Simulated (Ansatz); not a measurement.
**Relaxing AlGa3N4**

Theory: Ansatz, DFT PBEsol, scalar-relativistic, plane waves, PAW. (420 eV cutoff, 6×8×6 k-mesh, Gaussian smearing of 0.02 eV, no spin polarisation)

What was changed: biaxial strain in the a-b plane, c and atoms relaxed: +3.0 %.

Command:

```bash
ansatz run input.yaml --threads 2 --pin off --max-ram 5120MiB --backend cpu --events-out ev --progress --plain --runs-dir out
```

Input:

```yaml
crystal:
  lattice:
    - [5.2966217354, 0.0, 0.0]
    - [0.0, 3.259934344, 0.0]
    - [-0.003559927, 0.0, 5.379881324]
  atoms:
    - { symbol: Al, position: [-0.0001775216, 0.5, 0.6678559759] }
    - { symbol: Ga, position: [0.4981821432, 0.5, 0.3341983048] }
    - { symbol: Ga, position: [0.4982237402, 0.0, 0.8308033903] }
    - { symbol: Ga, position: [0.9987507218, 0.0, 0.1669701672] }
    - { symbol: "N", position: [0.1207190892, 0.5, 0.3378182435] }
    - { symbol: "N", position: [0.118437679, 0.0, 0.8240069619] }
    - { symbol: "N", position: [0.6212984789, 0.0, 0.1687065192] }
    - { symbol: "N", position: [0.6321656793, 0.5, 0.6696414371] }
basis:
  ecutwfc: 420
kpoints:
  mp_grid: { grid: [6, 8, 6] }
hamiltonian:
  xc: pbesol
scf:
  occupations: { method: gaussian, width: 0.02 }
output:
  forces: true
  stress: true
  eigenvalues: true
relax:
  adjacent_minimum: "off"
  f_tol: 0.008
  max_steps: 40
  cell: { stress_tol: 0.015, fix: [a, b, gamma] }
```

F is the free energy. Steps run on the plane waves of an earlier cell, but the last one, and at times one on the way, on a freshly chosen basis, so a repeated geometry can differ a little in energy. The held parts of the cell keep their stress, so P needn't end at zero.

Steps:

```tsv
step	F − F(1) (eV)	largest force component (eV/Å)	V (Å³/atom)	P (GPa)
1	0.0000	0.210	11.612	-7.08
2	-0.0038	0.130	11.610	-7.12
3	-0.0068	0.017	11.612	-7.26
4	-0.0069	0.003	11.611	-7.25
5	-0.0069	0.003	11.611	-7.25
```

Relaxed structure:

```xyz
8
Lattice="5.2966 0.0000 -0.0013 0.0000 3.2599 0.0000 -0.0049 0.0000 5.3796" Properties=species:S:1:pos:R:3 pbc="T T T"
Al   -0.0075    1.6300    3.5949
Ga    2.6333    1.6300    1.7940
Ga    2.6317    0.0000    4.4655
Ga    5.2849    0.0000    0.9006
N     0.6421    1.6300    1.8055
N     0.6262    0.0000    4.4204
N     3.2933    0.0000    0.9196
N     3.3490    1.6300    3.6135
```

It takes space group Pm (No. 6, monoclinic). The conventional cell has a = 5.297 Å, b = 3.260 Å, c = 5.380 Å, α = 90.00°, β = 90.07°, γ = 90.00°. Around Al (site symmetry m) lie 4 N at 1.90 to 1.94 Å. Around Ga (site symmetry m) lie 4 N at 1.96 to 1.99 Å. Ga (site symmetry m) is surrounded by 4 N at 1.95 to 2.01 Å. Around Ga (site symmetry m) lie 4 N at 1.97 to 1.99 Å. N (site symmetry m) has 1 Al at 1.90 Å and 3 Ga at 1.98 to 1.99 Å as nearest neighbours. N (site symmetry m) is surrounded by 2 Al at 1.93 Å and 2 Ga at 1.97 to 2.01 Å. N (site symmetry m) has 4 Ga at 1.95 to 1.99 Å as nearest neighbours. Around N (site symmetry m) lie 1 Al at 1.94 Å and 3 Ga at 1.96 to 1.97 Å.

The run converged. The run took 52 s on 2 threads of Intel(R) Xeon(R) Platinum 8375C CPU @ 2.90GHz (Ice Lake) (shared host), peak memory 0.62 GiB.